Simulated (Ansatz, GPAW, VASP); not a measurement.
**Pt: programs and potentials compared**

```
CELL_PARAMETERS angstrom
0.00000 1.96090 1.96090
1.96090 0.00000 1.96090
1.96090 1.96090 0.00000
ATOMIC_POSITIONS crystal
Pt 0.00000 0.00000 0.00000
```

Alike in all runs: task single point; functional PBE; k mesh 12 × 12 × 12; occupations gaussian, width 0.016 eV; no spin polarisation; no spin-orbit coupling. Pressure is positive in compression and, in plane waves, holds the error of the finite cutoff.

```
                        program and potentials  plane-wave cutoff (eV)                                    notes  band gap (eV)  pressure (GPa)
                VASP, PBE PAW files Pt, 520 eV                     520  10 valence electrons an atom on average         no gap            9.67
Ansatz, all-electron LAPW, scalar-relativistic                       -                                        -         no gap           10.16
    GPAW, GPAW PAW data sets (gpaw-data 1.2.1)                     600  16 valence electrons an atom on average         no gap            9.71
```

None finds a gap. The pressure spans 9.67 (VASP, PBE PAW files Pt, 520 eV) to 10.16 GPa (Ansatz, all-electron LAPW, scalar-relativistic), with all-electron results at 10.16.

The functional is the same throughout but for its coding, so the spread measures potentials, basis and numerics; runs on potential files found faulty are left out.

All three runs describe platinum as a metal under compression at this cell size. The metallic character comes from the incompletely filled 5d band, which overlaps and hybridises with the broad 6s-derived band, so the Fermi level cuts through states of largely d character. The positive pressure fits the known tendency of PBE to underbind the late 5d metals: the cell is close to the experimental one, and the functional prefers a larger volume. Because platinum is very stiff, even a slight mismatch in lattice constant produces a pressure of several GPa, and the spread between programs corresponds to only a very small difference in equilibrium volume.

The two PAW results nearly coincide, at 9.67 and 9.71 GPa, although one treats 10 valence electrons and the other 16. This suggests that explicit treatment of the 5p semicore shell has little net effect here, unless other differences between the data sets offset it. A single volume does not show whether the programs would also agree on the bulk modulus.
